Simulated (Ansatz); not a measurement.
# Phases of Cu at 20 GPa

Structure types of Cu are relaxed in primitive cells with their symmetry kept at 20 GPa, first on PAW files, then by LAPW. The enthalpy is E + pV at zero temperature, without zero-point motion. Only the types listed were tried, and differences under about 5 meV/atom are mesh noise.

Computed with Ansatz 0.2.0; functional PBE, scalar-relativistic. Settings: Fermi–Dirac smearing of 0.1 eV, no spin polarisation. Methods: LAPW: all electrons, basis error target 0.5 meV/atom; PAW: frozen-core files, cutoff 420 eV.

k meshes: fcc 19×19×19, bcc 19×19×19, hcp 18×18×10, simple hexagonal 18×18×17, omega 9×9×13, diamond 14×14×14.

Q: Order the types by LAPW enthalpy, lowest first.
A. omega
B. fcc
C. bcc
D. diamond
E. hcp
F. simple hexagonal

A: B (0 meV/atom), E (11 meV/atom), C (38 meV/atom), A (100 meV/atom), F (375 meV/atom), D (1752 meV/atom).

```tsv
start type	ends as	a, b, c (Å)	V (Å³/atom)	H − H(lowest), LAPW (meV/atom)	same, PAW
fcc	fcc, Fm-3m	3.501, 3.501, 3.501	10.73	0.0	0.0
bcc	bcc, Im-3m	2.782, 2.782, 2.782	10.76	38.4	38.3
hcp	hcp, P6_3/mmc	2.474, 2.474, 4.051	10.74	10.8	10.8
simple hexagonal	simple hexagonal, P6/mmm	2.392, 2.392, 2.319	11.49	374.6	373.8
omega	omega, P6/mmm	3.976, 3.976, 2.386	10.89	100.0	99.5
diamond	diamond, Fd-3m	4.984, 4.984, 4.984	15.48	1751.8	1747.8
```

Q: Split the lead of fcc over hcp into energy and pV.

A: For hcp less fcc: ΔE = +9.5 meV/atom, and p·ΔV = 20 GPa × +0.0102 Å³ × 6.242 meV/(GPa·Å³) = +1.3 meV/atom, together 10.8 meV/atom. fcc wins on both counts.
